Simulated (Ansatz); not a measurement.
**Searching the electronic states of Ni**

Wanted: the lowest electronic state of Ni in this cell. One SCF may end in a higher state, so several starts are tried. The cell (2 atoms) is Ni in the measured crystal structure (space group Fm-3m, primitive cell doubled). Source: COD entry 9013002; the sample's temperature and pressure aren't taken into account.

Method: DFT LDA, PAW, plane waves, scalar-relativistic, in Ansatz 0.2.0.

## 1. The system as given

It takes space group Fm-3m (No. 225, cubic). Conventional cell: a = 3.545 Å, b = 3.545 Å, c = 3.545 Å, α = 90.00°, β = 90.00°, γ = 90.00°. Ni (site symmetry m-3m) has 12 Ni at 2.51 Å as nearest neighbours.

Structure file:

```cif
data_structure
_symmetry_space_group_name_H-M 'Fm-3m'
_symmetry_Int_Tables_number 225
_cell_length_a 3.5448
_cell_length_b 3.5448
_cell_length_c 3.5448
_cell_angle_alpha 90.000
_cell_angle_beta 90.000
_cell_angle_gamma 90.000
_cell_volume 44.54
loop_
_atom_site_label
_atom_site_type_symbol
_atom_site_symmetry_multiplicity
_atom_site_Wyckoff_symbol
_atom_site_fract_x
_atom_site_fract_y
_atom_site_fract_z
_atom_site_occupancy
Ni1 Ni 4 a 0.00000 0.00000 0.00000 1
```

Labels such as Ni2 number the atoms in the order of the input file.

The first starts: parallel moments, plain SCF; opposed moments +-, plain SCF; no spin polarisation; spin on, no moments given (the program may seed its own), plain SCF. What is tried next depends on their ends.

“Plain SCF” means no search for lower states. 

Moments by site are taken inside atomic spheres; the rest lies between them.

## 2. Parallel moments, plain SCF

File input.yaml:

```yaml
crystal:
  lattice:
    - [0.0, -1.7724, -1.7724]
    - [-3.5448, -1.7724, -1.7724]
    - [0.0, 1.7724, -1.7724]
  atoms:
    - { symbol: Ni, position: [0.0, 0.0, 0.0], spin: 2.0 }
    - { symbol: Ni, position: [0.0, 0.5, 0.5], spin: 2.0 }
magnetization:
  spin_polarized: true
hamiltonian:
  xc: lda
  pseudopotentials: { kind: paw }
basis:
  ecutwfc: 420
kpoints:
  mp_grid: { grid: [12, 7, 10] }
scf:
  occupations: { method: fermi_dirac, width: 0.1 }
  lower_state_search: "off"
output:
  forces: true
  stress: true
```

What it wrote, cut to the lines that bear on the results:

```text
Warning: crystal.symmetry: narrowed to the stabiliser of the k-point mesh — unitary ops 32 → 8; excluded 24 operations that carry a point of the 12×7×10 mesh (shift [0, 0, 0]) off the mesh (the run samples exactly the mesh kpoints.mp_grid names, as under crystal.symmetry.detect: false, [...]
Pseudopotentials: kind: paw
Pseudopotential: Ni, paw, valence charge 18, recommended cutoff 420 eV (normal), Ni.paw.azcp
Functional definition: SPW92
[...]
Crystal: 2 atoms, lattice volume = 22.271 Å³
Basis set: ecut = 420 eV, 451 PW (Γ)
Bands: 24, of which v1, the nominal top of the filled ones, is band 18 counted from 1 (17 counted from 0)
Symmetry: 8 space group operations
k-points: 258 of 840
[...]
Starting moments: Σ|m| = 4 μB on 2 of 2 sites
[...]
SCF iter   1: F=—  HF=-11546.105247 eV  |F-HF|=—  |Δ(HF+E_count)|=         —  Δρ=1.26e-1 (↑1.26e-1 ↓1.21e-1)  dr2=1.34e-2  dr2_m=3.10e0  M=1.853 μB ∫|m|=2.036 μB  β_m=0.30  ethr=3.72e-5  ⟨swp⟩=1.2  Hψ=61041  notcnv=0
[...]
spin-set hold released at iteration 1 (the charge has settled, or the pull on large starting moments outlasts its swing): the magnetisation degrees of freedom join the quasi-Newton model from the next iteration; the mixer history was flushed
[...]
SCF iter   9: F=-11546.657110 eV  HF=-11546.657110 eV  |F-HF|=6.81e-9  |Δ(HF+E_count)|=   4.03e-8  Δρ=9.78e-6 (↑2.72e-6 ↓9.78e-6)  dr2=7.94e-9  dr2_m=3.03e-9  M=1.238 μB ∫|m|=1.367 μB  ethr=5.10e-11  ⟨swp⟩=2.2  Hψ=37168  notcnv=0
[...]
SCF converged after 9 iterations
Magnetization: 1.2381 μB (18.6190 up, 17.3810 down)
Absolute magnetization: 1.3686 μB (∫|ρ↑−ρ↓|, with the PAW one-centre terms)
Spin contamination: 0.0093 ħ² per cell (⟨S²⟩ above its minimum at these occupations)
Per-site moments (μB) at R_I (Å): [(0.6473978254958827, 1.0339527486544056), (0.6473978254958823, 1.0339527486544056)]
Free energy (F): -11546.657110 eV
[...]
E sigma→0 (E₀):  -11546.599338 eV
Entropy (-TS):   -0.115544 eV (-57.772 meV/atom)
Fermi energy:    17.176075 eV
[...]
--- Forces (eV/Å), atoms counted from 1 ---
  atom   1  Ni     0.00000000     0.00000000     0.00000000
  atom   2  Ni     0.00000000     0.00000000     0.00000000
[...]
--- Stress (GPa, compression-positive) ---
      -20.244757      -0.002394      -0.002394
       -0.002393     -20.196786       0.019488
       -0.002393       0.019488     -20.196786
  P = ⅓ Tr σ = -20.2128 GPa (-202.128 kbar)
```

Run time: 9.6 s. Hardware: 2 threads of an Arm CPU, shared host; peak memory 0.45 GiB.

Result: ferromagnetic, site moments Ni1 0.65, Ni2 0.65 μB, total 1.24 μB per cell, no gap on the k-mesh.

## 3. Opposed moments +-, plain SCF

Edit input.yaml of step 2 so:

```diff
@@ -7,3 +7,3 @@
     - { symbol: Ni, position: [0.0, 0.0, 0.0], spin: 2.0 }
-    - { symbol: Ni, position: [0.0, 0.5, 0.5], spin: 2.0 }
+    - { symbol: Ni, position: [0.0, 0.5, 0.5], spin: -2.0 }
 magnetization:
```

What it wrote, cut to the lines that bear on the results:

```text
Warning: crystal.symmetry: narrowed to the stabiliser of the k-point mesh — unitary ops 16 → 4; excluded 12 operations that carry a point of the 12×7×10 mesh (shift [0, 0, 0]) off the mesh (the run samples exactly the mesh kpoints.mp_grid names, as under crystal.symmetry.detect: false, [...]
[... 9 lines as in an earlier run ...]
Symmetry: 4 space group operations
[... 6 lines as in an earlier run ...]
Starting moments: Σ|m| = 4 μB on 2 of 2 sites
[... 2 lines as in an earlier run ...]
spin-down is spin-up translated by (0, 0.5, 0.5): one eigenproblem is solved per k-point and the antiferromagnetic symmetry of the starting moments is kept exactly by this SCF (crystal.symmetry.spin_inversion_symmetry: false solves both channels; [...]
SCF iter   1: F=—  HF=-11545.750163 eV  |F-HF|=—  |Δ(HF+E_count)|=         —  Δρ=1.49e-1 (↑1.49e-1 ↓1.49e-1)  dr2=1.20e-2  dr2_m=4.53e0  M=0.000 μB ∫|m|=1.713 μB  β_m=0.30  ethr=3.33e-5  ⟨swp⟩=1.4  Hψ=31280  notcnv=0
[...]
[... 1 line as in an earlier run ...]
[...]
SCF iter  13: F=-11546.603916 eV  HF=-11546.603916 eV  |F-HF|=4.37e-11  |Δ(HF+E_count)|=  2.15e-10  Δρ=4.98e-7 (↑4.98e-7 ↓4.98e-7)  dr2=5.17e-11  dr2_m=1.25e-12  M=0.000 μB ∫|m|=0.000 μB  ethr=1.70e-12  ⟨swp⟩=1.5  Hψ=15678  notcnv=0
WARN: the starting moments were not kept: the SCF closed with an absolute magnetisation of 8.8e-7 μB, where they sum to 4 μB in size (2 sites). That is at most 0.1 of that sum. Measured as dr2_m measures the in/out step, that magnetisation stands 7.9e-13 eV from none, at or under the [...]
SCF converged after 13 iterations
Magnetization: 0.0000 μB (18.0000 up, 18.0000 down)
Absolute magnetization: 0.0000 μB (∫|ρ↑−ρ↓|, with the PAW one-centre terms)
Spin contamination: 0.0000 ħ² per cell (⟨S²⟩ above its minimum at these occupations)
Per-site moments (μB) at R_I (Å): [(3.071430862906219e-7, 1.0339527486544056), (-3.071430862906219e-7, 1.0339527486544056)]
Free energy (F): -11546.603916 eV
[...]
E sigma→0 (E₀):  -11546.514886 eV
Entropy (-TS):   -0.178062 eV (-89.031 meV/atom)
Fermi energy:    17.042544 eV
[...]
--- Forces (eV/Å), atoms counted from 1 ---
  atom   1  Ni     0.00000000    -0.00000000     0.00000000
  atom   2  Ni     0.00000000     0.00000000     0.00000000
[...]
--- Stress (GPa, compression-positive) ---
      -20.850565      -0.027648      -0.027648
       -0.027648     -21.209500       0.021665
       -0.027648       0.021665     -21.209500
  P = ⅓ Tr σ = -21.0899 GPa (-210.899 kbar)
```

It took 6.2 s on 2 threads of an Arm CPU, shared host; peak memory 0.43 GiB.

Result: non-magnetic, no gap on the k-mesh. Against step 2, the lowest until now, it is 26.6 meV/atom higher.

## 4. No spin polarisation

Edit input.yaml of step 3 so:

```diff
@@ -6,6 +6,4 @@
   atoms:
-    - { symbol: Ni, position: [0.0, 0.0, 0.0], spin: 2.0 }
-    - { symbol: Ni, position: [0.0, 0.5, 0.5], spin: -2.0 }
-magnetization:
-  spin_polarized: true
+    - { symbol: Ni, position: [0.0, 0.0, 0.0] }
+    - { symbol: Ni, position: [0.0, 0.5, 0.5] }
 hamiltonian:
```

What it wrote, cut to the lines that bear on the results:

```text
[... 9 lines as in an earlier run ...]
Bands: 22, of which v1, the nominal top of the filled ones, is band 18 counted from 1 (17 counted from 0)
[... 6 lines as in an earlier run ...]
[...]
[... 2 lines as in an earlier run ...]
SCF iter   1: F=—  HF=-11546.618240 eV  |F-HF|=—  |Δ(HF+E_count)|=         —  Δρ=2.66e-2  dr2=7.16e-2  ethr=1.77e-3  ⟨swp⟩=4.4  Hψ=20507  notcnv=0
[...]
SCF iter   6: F=-11546.603916 eV  HF=-11546.603916 eV  |F-HF|=8.06e-10  |Δ(HF+E_count)|=   1.10e-7  Δρ=4.13e-6  dr2=1.55e-9  ethr=2.78e-10  ⟨swp⟩=3.1  Hψ=21660  notcnv=0
[...]
SCF converged after 6 iterations
Free energy (F): -11546.603916 eV
[...]
E sigma→0 (E₀):  -11546.514886 eV
Entropy (-TS):   -0.178062 eV (-89.031 meV/atom)
Fermi energy:    17.042529 eV
[... 25 lines left out: energy terms, forces, stress ...]
```

It took 2.9 s on 2 threads of an Arm CPU, shared host; peak memory 0.37 GiB.

The run ends in the same state as step 3 (non-magnetic); it took 6 iterations.

## 5. Spin on, no moments given (the program may seed its own), plain SCF

Edit input.yaml of step 4 so:

```diff
@@ -21 +21,3 @@
   stress: true
+magnetization:
+  spin_polarized: true
```

What it wrote, cut to the lines that bear on the results:

```text
[... 1 line as in an earlier run ...]
band count auto-derived: 24 (N_el = 36.0; filled up to band 18; 22 by the electrons, moments and atoms)
[... 18 lines as in an earlier run ...]
[...]
SCF iter   1: F=—  HF=-11545.213883 eV  |F-HF|=—  |Δ(HF+E_count)|=         —  Δρ=1.88e-1 (↑1.67e-1 ↓1.88e-1)  dr2=7.45e-2  dr2_m=6.43e0  M=2.565 μB ∫|m|=2.565 μB  ethr=9.68e-5  ⟨swp⟩=1.3  Hψ=30791  notcnv=0
[...]
SCF iter  10: F=-11546.657110 eV  HF=-11546.657110 eV  |F-HF|=1.05e-9  |Δ(HF+E_count)|=   1.25e-7  Δρ=4.88e-6 (↑1.65e-6 ↓4.88e-6)  dr2=3.67e-9  dr2_m=8.15e-10  M=1.238 μB ∫|m|=1.367 μB  ethr=2.78e-10  ⟨swp⟩=3.8  Hψ=38637  notcnv=0
[...]
SCF converged after 10 iterations
Magnetization: 1.2381 μB (18.6190 up, 17.3810 down)
Absolute magnetization: 1.3686 μB (∫|ρ↑−ρ↓|, with the PAW one-centre terms)
Spin contamination: 0.0093 ħ² per cell (⟨S²⟩ above its minimum at these occupations)
Per-site moments (μB) at R_I (Å): [(0.6473998233888933, 1.0339527486544056), (0.647399823388893, 1.0339527486544056)]
Free energy (F): -11546.657110 eV
[...]
E sigma→0 (E₀):  -11546.599338 eV
Entropy (-TS):   -0.115544 eV (-57.772 meV/atom)
Fermi energy:    17.176027 eV
[... 25 lines left out: energy terms, forces, stress ...]
```

Wall time 8.1 s (2 threads of an Arm CPU, shared host); peak memory 0.45 GiB.

This is the state of step 2 again (ferromagnetic), after 10 iterations.

## 6. Parallel moments scaled by 0.03, plain SCF

Edit input.yaml of step 5 so:

```diff
@@ -6,4 +6,6 @@
   atoms:
-    - { symbol: Ni, position: [0.0, 0.0, 0.0] }
-    - { symbol: Ni, position: [0.0, 0.5, 0.5] }
+    - { symbol: Ni, position: [0.0, 0.0, 0.0], spin: 0.06 }
+    - { symbol: Ni, position: [0.0, 0.5, 0.5], spin: 0.06 }
+magnetization:
+  spin_polarized: true
 hamiltonian:
@@ -21,3 +23 @@
   stress: true
-magnetization:
-  spin_polarized: true
```

What it wrote, cut to the lines that bear on the results:

```text
[... 9 lines as in an earlier run ...]
Bands: 23, of which v1, the nominal top of the filled ones, is band 18 counted from 1 (17 counted from 0)
[... 7 lines as in an earlier run ...]
Starting moments: Σ|m| = 0.12 μB on 2 of 2 sites
[... 2 lines as in an earlier run ...]
[...]
SCF iter   1: F=—  HF=-11546.602532 eV  |F-HF|=—  |Δ(HF+E_count)|=         —  Δρ=1.38e-2 (↑1.38e-2 ↓9.82e-3)  dr2=3.47e-2  dr2_m=3.99e-3  M=0.155 μB ∫|m|=0.159 μB  β_m=1.00  ethr=9.66e-5  ⟨swp⟩=1.0  Hψ=58742  notcnv=0
[...]
spin-set hold released at iteration 15 (site moments' squared step at or under half its running peak, from the soft ceiling on): the magnetisation degrees of freedom join the quasi-Newton model from the next iteration; the mixer history was flushed
[...]
SCF iter  22: F=-11546.657110 eV  HF=-11546.657110 eV  |F-HF|=3.03e-9  |Δ(HF+E_count)|=   1.53e-7  Δρ=4.86e-6 (↑3.04e-6 ↓4.86e-6)  dr2=3.15e-9  dr2_m=1.29e-9  M=1.238 μB ∫|m|=1.367 μB  ethr=1.00e-11  ⟨swp⟩=3.8  Hψ=35549  notcnv=0
[...]
SCF converged after 22 iterations
Magnetization: 1.2381 μB (18.6190 up, 17.3810 down)
Absolute magnetization: 1.3686 μB (∫|ρ↑−ρ↓|, with the PAW one-centre terms)
Spin contamination: 0.0093 ħ² per cell (⟨S²⟩ above its minimum at these occupations)
Per-site moments (μB) at R_I (Å): [(0.6473901821807422, 1.0339527486544056), (0.6473901821807422, 1.0339527486544056)]
Free energy (F): -11546.657110 eV
[...]
E sigma→0 (E₀):  -11546.599338 eV
Entropy (-TS):   -0.115545 eV (-57.772 meV/atom)
Fermi energy:    17.176009 eV
[... 25 lines left out: energy terms, forces, stress ...]
```

It took 19 s on 2 threads of an Arm CPU, shared host; peak memory 0.43 GiB.

Nothing new: the 22 iterations lead to the state found in step 2 (ferromagnetic).

## 7. Moments +- scaled by 1.4, plain SCF

Edit input.yaml of step 6 so:

```diff
@@ -6,4 +6,4 @@
   atoms:
-    - { symbol: Ni, position: [0.0, 0.0, 0.0], spin: 0.06 }
-    - { symbol: Ni, position: [0.0, 0.5, 0.5], spin: 0.06 }
+    - { symbol: Ni, position: [0.0, 0.0, 0.0], spin: 2.8 }
+    - { symbol: Ni, position: [0.0, 0.5, 0.5], spin: -2.8 }
 magnetization:
```

What it wrote, cut to the lines that bear on the results:

```text
[... 9 lines as in an earlier run ...]
Bands: 25, of which v1, the nominal top of the filled ones, is band 18 counted from 1 (17 counted from 0)
[... 7 lines as in an earlier run ...]
Starting moments: Σ|m| = 5.6 μB on 2 of 2 sites
[... 3 lines as in an earlier run ...]
[...]
SCF iter   1: F=—  HF=-11544.835086 eV  |F-HF|=—  |Δ(HF+E_count)|=         —  Δρ=2.15e-1 (↑2.15e-1 ↓2.15e-1)  dr2=2.23e-2  dr2_m=9.45e0  M=0.000 μB ∫|m|=2.137 μB  β_m=0.30  ethr=6.17e-5  ⟨swp⟩=2.0  Hψ=32524  notcnv=0
[...]
spin-set hold released at iteration 10 (site moments contracting): the magnetisation degrees of freedom join the quasi-Newton model from the next iteration; the mixer history was flushed
[...]
SCF iter  21: F=-11546.603916 eV  HF=-11546.603916 eV  |F-HF|=1.27e-11  |Δ(HF+E_count)|=  5.82e-11  Δρ=2.31e-7 (↑2.31e-7 ↓2.31e-7)  dr2=1.44e-11  dr2_m=1.39e-12  M=0.000 μB ∫|m|=0.000 μB  ethr=1.00e-12  ⟨swp⟩=1.3  Hψ=14921  notcnv=0
WARN: the starting moments were not kept: the SCF closed with an absolute magnetisation of 1.2e-6 μB, where they sum to 5.6 μB in size (2 sites). That is at most 0.1 of that sum. Measured as dr2_m measures the in/out step, that magnetisation stands 1.7e-12 eV from none, at or under the [...]
SCF converged after 21 iterations
Magnetization: 0.0000 μB (18.0000 up, 18.0000 down)
Absolute magnetization: 0.0000 μB (∫|ρ↑−ρ↓|, with the PAW one-centre terms)
Spin contamination: 0.0000 ħ² per cell (⟨S²⟩ above its minimum at these occupations)
Per-site moments (μB) at R_I (Å): [(-5.248115217348356e-7, 1.0339527486544056), (5.248115217348356e-7, 1.0339527486544056)]
Free energy (F): -11546.603916 eV
[...]
E sigma→0 (E₀):  -11546.514886 eV
Entropy (-TS):   -0.178062 eV (-89.031 meV/atom)
Fermi energy:    17.042544 eV
[... 25 lines left out: energy terms, forces, stress ...]
```

It took 9.3 s on 2 threads of an Arm CPU, shared host; peak memory 0.43 GiB.

The run ends in the same state as step 3 (non-magnetic); it took 21 iterations.

## 8. A moment on one site alone, plain SCF

Edit input.yaml of step 7 so:

```diff
@@ -6,4 +6,4 @@
   atoms:
-    - { symbol: Ni, position: [0.0, 0.0, 0.0], spin: 2.8 }
-    - { symbol: Ni, position: [0.0, 0.5, 0.5], spin: -2.8 }
+    - { symbol: Ni, position: [0.0, 0.0, 0.0] }
+    - { symbol: Ni, position: [0.0, 0.5, 0.5], spin: 2.0 }
 magnetization:
```

What it wrote, cut to the lines that bear on the results:

```text
[... 17 lines as in an earlier run ...]
Starting moments: Σ|m| = 2 μB on 1 of 2 sites
[... 2 lines as in an earlier run ...]
SCF iter   1: F=—  HF=-11546.420502 eV  |F-HF|=—  |Δ(HF+E_count)|=         —  Δρ=1.14e-1 (↑1.14e-1 ↓3.21e-2)  dr2=1.99e0  dr2_m=9.25e-1  M=1.425 μB ∫|m|=1.515 μB  β_m=0.30  ethr=3.10e-3  ⟨swp⟩=4.8  Hψ=42712  notcnv=0
[...]
spin-set hold released at iteration 5 (the charge has settled, or the pull on large starting moments outlasts its swing): the magnetisation degrees of freedom join the quasi-Newton model from the next iteration; the mixer history was flushed
[...]
SCF iter  17: F=-11546.657110 eV  HF=-11546.657110 eV  |F-HF|=3.28e-9  |Δ(HF+E_count)|=   1.07e-7  Δρ=4.20e-6 (↑2.38e-6 ↓4.20e-6)  dr2=4.12e-9  dr2_m=6.55e-10  M=1.238 μB ∫|m|=1.367 μB  ethr=2.78e-10  ⟨swp⟩=3.0  Hψ=43710  notcnv=0
[...]
SCF converged after 17 iterations
Magnetization: 1.2381 μB (18.6191 up, 17.3809 down)
Absolute magnetization: 1.3686 μB (∫|ρ↑−ρ↓|, with the PAW one-centre terms)
Spin contamination: 0.0093 ħ² per cell (⟨S²⟩ above its minimum at these occupations)
Per-site moments (μB) at R_I (Å): [(0.6473962424474202, 1.0339527486544056), (0.6473996297187024, 1.0339527486544056)]
Free energy (F): -11546.657110 eV
[...]
E sigma→0 (E₀):  -11546.599338 eV
Entropy (-TS):   -0.115545 eV (-57.772 meV/atom)
Fermi energy:    17.176083 eV
[... 25 lines left out: energy terms, forces, stress ...]
```

It took 12 s on 2 threads of an Arm CPU, shared host; peak memory 0.44 GiB.

The run ends in the same state as step 2 (ferromagnetic); it took 17 iterations.

## 9. Parallel moments, spin not held back in the first iterations, no switch to direct minimisation

Edit input.yaml of step 8 so:

```diff
@@ -6,3 +6,3 @@
   atoms:
-    - { symbol: Ni, position: [0.0, 0.0, 0.0] }
+    - { symbol: Ni, position: [0.0, 0.0, 0.0], spin: 2.0 }
     - { symbol: Ni, position: [0.0, 0.5, 0.5], spin: 2.0 }
@@ -20,2 +20,4 @@
   lower_state_search: "off"
+  algorithm: density_mixing
+  mixing: { spin_hold: "off" }
 output:
```

What it wrote, cut to the lines that bear on the results:

```text
[... 17 lines as in an earlier run ...]
Starting moments: Σ|m| = 4 μB on 2 of 2 sites
[... 3 lines as in an earlier run ...]
SCF iter   1: F=—  HF=-11546.065618 eV  |F-HF|=—  |Δ(HF+E_count)|=         —  Δρ=1.21e-1 (↑1.21e-1 ↓1.17e-1)  dr2=1.20e-2  dr2_m=2.86e0  M=1.843 μB ∫|m|=1.993 μB  β_m=0.30  ethr=3.33e-5  ⟨swp⟩=1.3  Hψ=61162  notcnv=0
[...]
SCF iter   9: F=-11546.657110 eV  HF=-11546.657110 eV  |F-HF|=7.30e-9  |Δ(HF+E_count)|=   4.49e-8  Δρ=1.00e-5 (↑2.89e-6 ↓1.00e-5)  dr2=8.08e-9  dr2_m=3.25e-9  M=1.238 μB ∫|m|=1.367 μB  ethr=2.60e-11  ⟨swp⟩=3.2  Hψ=33608  notcnv=0
[...]
SCF converged after 9 iterations
Magnetization: 1.2381 μB (18.6191 up, 17.3809 down)
Absolute magnetization: 1.3686 μB (∫|ρ↑−ρ↓|, with the PAW one-centre terms)
Spin contamination: 0.0093 ħ² per cell (⟨S²⟩ above its minimum at these occupations)
Per-site moments (μB) at R_I (Å): [(0.6473998026159197, 1.0339527486544056), (0.6473998026159192, 1.0339527486544056)]
Free energy (F): -11546.657110 eV
[...]
E sigma→0 (E₀):  -11546.599338 eV
Entropy (-TS):   -0.115544 eV (-57.772 meV/atom)
Fermi energy:    17.176079 eV
[... 25 lines left out: energy terms, forces, stress ...]
```

Run time: 9.3 s. Hardware: 2 threads of an Arm CPU, shared host; peak memory 0.44 GiB.

Nothing new: the 9 iterations lead to the state found in step 2 (ferromagnetic).

## 10. Comparing the starts

| step | iterations | state | moments of Ni1 Ni2 (μB) | total (μB) | gap (eV) | pressure (GPa) | above lowest (meV/atom) |
| --- | --- | --- | --- | --- | --- | --- | --- |
| 2 | 9 | 1 | 0.65 0.65 | 1.24 | none | -20.2 | 0.0 |
| 3 | 13 | 2 | 0.00 0.00 | 0.00 | none | -21.1 | 26.6 |
| 4 | 6 | 2 | 0.00 0.00 | 0.00 | none | -21.1 | 26.6 |
| 5 | 10 | 1 | 0.65 0.65 | 1.24 | none | -20.2 | 0.0 |
| 6 | 22 | 1 | 0.65 0.65 | 1.24 | none | -20.2 | 0.0 |
| 7 | 21 | 2 | 0.00 0.00 | 0.00 | none | -21.1 | 26.6 |
| 8 | 17 | 1 | 0.65 0.65 | 1.24 | none | -20.2 | 0.0 |
| 9 | 9 | 1 | 0.65 0.65 | 1.24 | none | -20.2 | 0.0 |

States are numbered from the lowest. Starts by step: 2 parallel moments, plain SCF; 3 opposed moments +-, plain SCF; 4 no spin polarisation; 5 spin on, no moments given (the program may seed its own), plain SCF; 6 parallel moments scaled by 0.03, plain SCF; 7 moments +- scaled by 1.4, plain SCF; 8 a moment on one site alone, plain SCF; 9 parallel moments, spin not held back in the first iterations, no switch to direct minimisation.

The 8 runs of this session took 76 s in all, from 2.9 s to 19 s each.

Decimal logarithm of the largest residual (eV) by iteration, counted through all cycles of a run (7 of the 8 runs):

| iteration | step 2 | step 3 | step 4 | step 5 | step 6 | step 7 | step 8 |
| --- | --- | --- | --- | --- | --- | --- | --- |
| 1 | 0.5 | 0.7 | -1.1 | 0.8 | -1.5 | 1.0 | 0.3 |
| 2 | 0.3 | 0.5 | -2.1 | -0.3 | -1.6 | 0.8 | 0.8 |
| 3 | 0.4 | 0.0 | -4.1 | -0.6 | -2.4 | 0.6 | 0.2 |
| 4 | -2.4 | -1.4 | -6.2 | -0.3 | -2.6 | 0.4 | 0.1 |
| 5 | -3.2 | -2.2 | -6.6 | -2.7 | -2.5 | 0.3 | -0.2 |
| 7 | -5.2 | -3.8 | - | -3.4 | -2.2 | -0.1 | 1.1 |
| 9 | -8.1 | -5.3 | - | -6.4 | -2.1 | -0.4 | -1.9 |
| 11 | - | -7.1 | - | - | -2.0 | -0.7 | -2.6 |
| 12 | - | -9.2 | - | - | -2.0 | -1.3 | -2.9 |
| 14 | - | - | - | - | -2.2 | -2.9 | -5.5 |
| 16 | - | - | - | - | -2.0 | -5.5 | -5.7 |
| 18 | - | - | - | - | -1.4 | -7.8 | - |
| 20 | - | - | - | - | -5.7 | -9.7 | - |
| 22 | - | - | - | - | -8.5 | - | - |

## 11. Outcome

| quantity | value |
| --- | --- |
| distinct states | 2 from 8 converged runs |
| lowest state from plain starts | ferromagnetic |
| its moments | Ni1 0.65, Ni2 0.65 μB |
| total moment | 1.24 μB per cell |
| gap on the k-mesh | none |
| pressure | -20.2 GPa |
| largest force | 0.000 eV/Å |
| next state | non-magnetic, 26.6 meV/atom higher |

**Reading.** 8 runs converged, to 2 different states. Switching spin polarisation off costs 26.6 meV/atom in free energy, smearing entropy included. These are lowest states among those tried, not proven ground states. The mesh has less symmetry than the lattice, which lowers the symmetry of the run.
